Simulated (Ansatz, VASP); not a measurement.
**Te in VASP and in Ansatz**

```
Te
1.0
     4.26569    0.00000    0.00000
    -2.13284    3.69419    0.00000
     0.00000    0.00000    5.94853
Te
3
Direct
  0.28034 0.00000 0.33333
  0.00000 0.28034 0.66667
  0.71966 0.71966 0.00000
```

Alike in both runs: functional r2SCAN; dispersion D3(BJ); k mesh 9 × 9 × 6; occupations gaussian, width 0.02 eV; no spin polarisation.

Ansatz relaxed the structure, and its values are those at the end. VASP's run is a single point on that final structure, the one shown.

|  | VASP | Ansatz |
| --- | --- | --- |
| version | VASP 6.6.1 | Ansatz 0.2.0 |
| potentials or method | VASP PAW PBE potentials, release 64 (Te) | scalar-relativistic, plane waves, PAW |
| plane-wave cutoff (eV) | 520 | 500 |
| valence electrons in the cell | 18 | 48 |

Ansatz gave:

- gap on the k mesh at the Fermi level (eV): 0.12
- least direct gap on the mesh (eV): 0.12
- pressure (GPa): 2.7
- rms of the force components (eV/Å): 0.001

Task: Which values does VASP return?

Result: gap on the k mesh at the Fermi level (eV): 0.10; least direct gap on the mesh (eV): 0.10; pressure (GPa): 2.8; rms of the force components (eV/Å): 0.014.

The two sets of potentials don't hold the same shells in valence. Ansatz warned: «dispersion_damping_borrowed».

Caveats: the PAW data sets were made with another functional, which shifts forces and pressure a little (VASP); spin-orbit coupling is left out, which moves the levels of the heavy elements; an odd mesh through Γ misses points on the zone boundary, where band edges often lie.
